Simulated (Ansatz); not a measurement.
Runs of Ansatz 0.2.0 on InPd. The structure is cubic, space group Fm-3m (No. 225). Conventional cell: a = 5.492 Å, b = 5.492 Å, c = 5.492 Å, α = 90.00°, β = 90.00°, γ = 90.00°. In (site symmetry m-3m) has 6 Pd at 2.75 Å as nearest neighbours. Pd (site symmetry m-3m) has 6 In at 2.75 Å as nearest neighbours. The cell was built by a generator and needn't be a form met in nature.

```csv
task,level,cell,cutoff (eV),points for each segment of the path,gap on the mesh (eV),pressure (GPa),relaxed volume (Å³/atom)
single point,r2SCAN0,as given,500,-,none,-5.9,-
single point,PBEsol0,as given,420,-,none,(b),-
relaxation of cell and atoms,HSE06,relaxed,420,-,none,0.0,(a)
band structure,HSE03,as given,420,4,none,-3.6,-
relaxation of cell and atoms,HF,relaxed,420,-,none,0.0,21.18
single point,r2SCANh,as given,500,-,none,-4.9,-
relaxation of cell and atoms,HSE03,relaxed,420,-,none,0.0,(c)
band structure,HSEsol,as given,420,4,none,-7.4,-
```

Alike in all rows: potentials or basis Ansatz PAW; no spin polarisation; k mesh 4 × 4 × 4; smearing fermi-dirac 0.05 eV; the mesh is coarse, so values aren't converged.

**Question.** Fill in the values left out.

**Answer.** (a) 19.82; (b) -7.7; (c) 19.89.

Caveats: all runs use coarse meshes; the PAW data sets come from PBE, with cores solved anew for the run's functional, which leaves a small shift of forces and pressure; the thresholds are loose for stress (some runs); the plane-wave basis is chosen anew once the cell has moved, so the energies of steps on either side of that aren't comparable (some runs); spin-orbit coupling is left out, which moves the levels of the heavy elements (some runs).

A k mesh can miss the band edges, and the runs leave out spin-orbit coupling on In, Pd.

A gap of «none» marks a metal or a gap under the smearing width.
